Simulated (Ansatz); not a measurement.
The system is Bi.

```
CELL_PARAMETERS angstrom
-1.98143 1.98143 1.98143
1.98143 -1.98143 1.98143
1.98143 1.98143 -1.98143
ATOMIC_POSITIONS crystal
Bi 0.00000 0.00000 0.00000
```

This isn't the form of Bi at room conditions, which is rhombohedral.

Base run:

| Quantity | Value |
| --- | --- |
| Program | Ansatz 0.2.0 |
| Functional | PBE |
| Potentials or basis | all-electron LAPW, scalar-relativistic |
| Cutoff | 159 eV (chosen from the basis error) |
| Basis error allowed | 0.001 eV/atom |
| k mesh | 9 × 9 × 9 |
| Occupations | gaussian, width 0.1 eV |
| Spin | no spin polarisation |

Its results: band gap on the k mesh none (metal or under the smearing width); pressure 0.9 GPa.

Task: The run is repeated on the same cell with these changes: functional from PBE to RPBE. What comes out?

Result: Band gap on the k mesh none (metal or under the smearing width); pressure 2.3 GPa.

RPBE binds less tightly than PBE, so the same cell stands under more pressure.

Caveats: spin-orbit coupling is left out, which moves the levels of the heavy elements.
